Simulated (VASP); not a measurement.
# A VASP 6.6.1 single-point calculation on SrTiO3

INCAR

```
NBANDS = 28
EDIFF = 1E-7
IBRION = -1
SIGMA = 0.005
NELM = 65
LASPH = .TRUE.
PREC = Accurate
ENCUT = 520
LWAVE = .FALSE.
NSW = 0
LCHARG = .FALSE.
GGA = PE
LREAL = .FALSE.
ISMEAR = 2
ISIF = 2
```

KPOINTS

```
KPOINTS created by Atomic Simulation Environment
0
Gamma
6 6 6
0 0 0
```

POSCAR

```
Sr Ti O
 1.0000000000000000
     4.0631255615999997    0.0000000000000000    0.0000000000000000
     0.0000000000000000    4.0631255615999997    0.0000000000000000
     0.0000000000000000    0.0000000000000000    3.8235624553999998
 Sr  Ti  O
   1   1   3
Cartesian
  0.0000000000000000  0.0000000000000000  0.0000000000000000
  2.0315627807999999  2.0315627807999999  1.9117812277000004
  2.0315627807999999  2.0315627807999999  0.0000000000000000
  2.0315627807999999  0.0000000000000000  1.9117812277000004
  0.0000000000000000  2.0315627807999999  1.9117812277000004
```

The recommended PBE PAW datasets give the neutral cell 40 valence electrons.

Command

```
mpirun -np 1 vasp_std
```

OSZICAR

```
N       E                     dE             d eps       ncg     rms          rms(c)
DAV:   1     0.426170882175E+03    0.42617E+03   -0.21267E+04  2240   0.157E+03
DAV:   2    -0.522050749177E+01   -0.43139E+03   -0.41413E+03  2560   0.430E+02
DAV:   3    -0.485134160610E+02   -0.43293E+02   -0.42957E+02  3112   0.133E+02
DAV:   4    -0.504651353564E+02   -0.19517E+01   -0.19468E+01  3376   0.246E+01
DAV:   5    -0.505196369214E+02   -0.54502E-01   -0.54492E-01  3184   0.327E+00    0.250E+01
DAV:   6    -0.401607569506E+02    0.10359E+02   -0.54840E+01  3188   0.627E+01    0.136E+01
DAV:   7    -0.401151230575E+02    0.45634E-01   -0.92057E+00  3016   0.226E+01    0.101E+01
DAV:   8    -0.399929593204E+02    0.12216E+00   -0.12587E+00  2780   0.110E+01    0.365E+00
DAV:   9    -0.399994597221E+02   -0.65004E-02   -0.24968E-01  2780   0.345E+00    0.138E+00
DAV:  10    -0.399801061622E+02    0.19354E-01   -0.80123E-02  2804   0.246E+00    0.506E-01
DAV:  11    -0.399784035657E+02    0.17026E-02   -0.11836E-02  3432   0.119E+00    0.182E-01
DAV:  12    -0.399782759219E+02    0.12764E-03   -0.12325E-03  2640   0.278E-01    0.122E-01
DAV:  13    -0.399781929268E+02    0.82995E-04   -0.20539E-04  3184   0.177E-01    0.853E-02
DAV:  14    -0.399781502192E+02    0.42708E-04   -0.48059E-04  2812   0.216E-01    0.253E-02
DAV:  15    -0.399781526957E+02   -0.24765E-05   -0.57182E-05  2824   0.698E-02    0.154E-02
DAV:  16    -0.399781523921E+02    0.30361E-06   -0.78768E-06  3128   0.292E-02    0.147E-02
DAV:  17    -0.399781512601E+02    0.11320E-05   -0.45765E-06  2692   0.234E-02    0.354E-03
DAV:  18    -0.399781511973E+02    0.62759E-07   -0.10276E-06  3220   0.899E-03    0.228E-03
DAV:  19    -0.399781512505E+02   -0.53110E-07   -0.20407E-07  1892   0.384E-03
   1 F= -.39978151E+02 E0= -.39978151E+02  d E =0.000000E+00
```

From OUTCAR

```
k-points           NKPTS =     40   k-points in BZ     NKDIM =     40   number of bands    NBANDS=     28

   NELECT =      40.0000    total number of electrons

   dimension x,y,z NGX =    30 NGY =   30 NGZ =   28
   dimension x,y,z NGXF=    60 NGYF=   60 NGZF=   56

  energy-cutoff  :      520.00
  volume of cell :       63.12
      direct lattice vectors                 reciprocal lattice vectors
     4.063125562  0.000000000  0.000000000     0.246115948  0.000000000  0.000000000
     0.000000000  4.063125562  0.000000000     0.000000000  0.246115948  0.000000000
     0.000000000  0.000000000  3.823562455     0.000000000  0.000000000  0.261536201

 k-points in reciprocal lattice and weights: KPOINTS created by Atomic Simulation Env
   0.00000000  0.00000000  0.00000000       0.005
   0.16666667  0.00000000  0.00000000       0.019
   0.33333333  0.00000000  0.00000000       0.019
   0.50000000  0.00000000  0.00000000       0.009
   0.16666667  0.16666667  0.00000000       0.019
   0.33333333  0.16666667  0.00000000       0.037
   0.50000000  0.16666667  0.00000000       0.019
   0.33333333  0.33333333  0.00000000       0.019
   ...

 E-fermi :   3.8713

 k-point     1 :       0.0000    0.0000    0.0000
  band No.  band energies     occupation
      1     -52.9887      2.00000
      2     -29.2735      2.00000
      3     -29.2304      2.00000
      4     -29.1929      2.00000
      5     -29.1929      2.00000
      6     -13.6019      2.00000
      7     -12.6697      2.00000
      8     -12.4575      2.00000
      9     -11.2669      2.00000
     10     -11.2669      2.00000
     11     -11.1971      2.00000
     12       0.8187      2.00000
     13       0.8187      2.00000
     14       1.1272      2.00000
     15       2.5653      2.00000
     16       2.5653      2.00000
     17       2.7748      2.00000
     18       3.3064      2.00000
     19       3.3064      2.00000
     20       3.3483      2.00000
     21       5.3855      0.00000
     22       5.4866      0.00000
     23       5.4866      0.00000
     24       7.3896      0.00000
     25       7.7792      0.00000
     26       8.7712      0.00000
     27       9.3164      0.00000
     28       9.4954      0.00000

 k-point     2 :       0.1667    0.0000    0.0000
  band No.  band energies     occupation
      1     -52.9885      2.00000
      2     -29.2919      2.00000
      3     -29.2300      2.00000
      4     -29.1925      2.00000
      5     -29.1812      2.00000
      6     -13.6381      2.00000
      7     -12.6444      2.00000
      8     -12.4878      2.00000
      9     -11.2596      2.00000
     10     -11.1895      2.00000
     11     -11.0994      2.00000
     12       0.5709      2.00000
     13       0.8036      2.00000
     14       1.1279      2.00000
     15       2.3004      2.00000
     16       2.3647      2.00000
     17       2.4893      2.00000
     18       2.6044      2.00000
     19       3.1788      2.00000
     20       3.2136      2.00000
     21       5.5160      0.00000
     22       5.8687      0.00000
     23       5.9474      0.00000
     24       7.6135      0.00000
     25       8.2876      0.00000
     26       9.1632      0.00000
     27       9.6730      0.00000
     28      10.0720      0.00000

 ...

  Total       -3.2355097     -3.2355097      1.7961417      0.0000000      0.0000000      0.0000000
  in kB      -82.1229648    -82.1229648     45.5892568      0.0000000      0.0000000      0.0000000
  external PRESSURE =     -39.5522243 kB  Pullay stress =       0.0000000 kB

 POSITION                                       TOTAL-FORCE (eV/Angst)
 -----------------------------------------------------------------------------------
      0.00000      0.00000      0.00000         0.000000      0.000000      0.000000
      2.03156      2.03156      1.91178         0.000000      0.000000      0.000000
      2.03156      2.03156      0.00000         0.000000      0.000000      0.000000
      2.03156      0.00000      1.91178         0.000000      0.000000      0.000000
      0.00000      2.03156      1.91178         0.000000      0.000000      0.000000
 -----------------------------------------------------------------------------------
    total drift:                                0.000000      0.000000     -0.000000

  FREE ENERGIE OF THE ION-ELECTRON SYSTEM (eV)
  ---------------------------------------------------
  free  energy   TOTEN  =       -39.9781512505 eV

  energy  without entropy=      -39.9781512505  energy(sigma->0) =      -39.97815125
```

It converged. Results: gap between bands v and c on the k mesh 1.67 eV; least direct gap on the k mesh 2.04 eV; pressure -4.0 GPa. Band v is the last that the valence electrons fill when counted band by band, and c is the next.

For comparison, a separate PBE run of the intended cell, on usual settings and not on those above, gives a gap of 1.67 eV on its mesh and a pressure of -4.0 GPa.

The run above took about 71 s on one core of a shared host (Intel Xeon Platinum 8488C) and held 0.21 GiB at most.
